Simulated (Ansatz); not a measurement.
# CsSnI₃ (cubic perovskite): gap against strain (uniaxial along z, other directions held)

CsSnI₃ in the cubic perovskite structure, relaxed with r2SCAN in the PAW code Ansatz, then strained (uniaxial along z, other directions held; changes of length per length, axes as in the cell below) with the atoms relaxed again within the symmetry that is left. It is cubic, Pm-3m (No. 221); a = 6.241 Å in the conventional setting, 48.63 Å³ an atom. Cs is surrounded by 12 I at 4.41 Å; Sn is surrounded by 6 I at 3.12 Å; I is surrounded by 2 Sn at 3.12 Å and 4 Cs at 4.41 Å. (Calculated; spin-unpolarised; the phase may be known or hypothetical.)

```xyz
5
Lattice="6.2415 0.0000 0.0000 0.0000 6.2415 0.0000 0.0000 0.0000 6.2415" Properties=species:S:1:pos:R:3 pbc="T T T"
Cs    0.0000    0.0000    0.0000
Sn    3.1207    3.1207    3.1207
I     3.1207    3.1207    0.0000
I     3.1207    0.0000    3.1207
I     0.0000    3.1207    3.1207
```

Gaps are the least over each mesh (PBE 4×4×4, r2SCAN 4×4×4, HSE06 2×2×2 when unstrained) and the special points, which keep their unstrained names; stress is the change from the unstrained cell, compression positive.

```tsv
strain (%)	gap, PBE (eV)	gap, r2SCAN (eV)	gap, HSE06 (eV)	edges, HSE06	stress along the strain, r2SCAN (GPa)	energy rise, r2SCAN (meV/atom)
-4.0	0.077	0.176	0.527	R	+2.12	12.1
-3.0	0.163	0.268	0.617	R	+1.50	6.6
-2.0	0.242	0.353	0.700	R	+0.94	2.8
-1.0	0.315	0.432	0.777	R	+0.45	0.7
0.0	0.383	0.504	0.847	R	0.00	0.0
+1.0	0.383	0.505	0.846	R	-0.40	0.6
+2.0	0.384	0.505	0.845	R	-0.75	2.3
+3.0	0.384	0.506	0.844	R	-1.05	5.0
+4.0	0.383	0.506	0.843	R	-1.33	8.6
```

Between zero and the nearest strains the slope of the HSE06 gap against strain is +0.071 eV per percent for negative and -0.001 for positive strain.

No spin-orbit coupling is included; it can move band edges with weight on the heavy atoms by tenths of an eV.

Gaps or overlaps of about a tenth of an eV are at the limit of these meshes: between the points read a gap can be smaller or closed.

The meshes of the hybrids are coarse, so their gaps aren't converged to the digits shown.
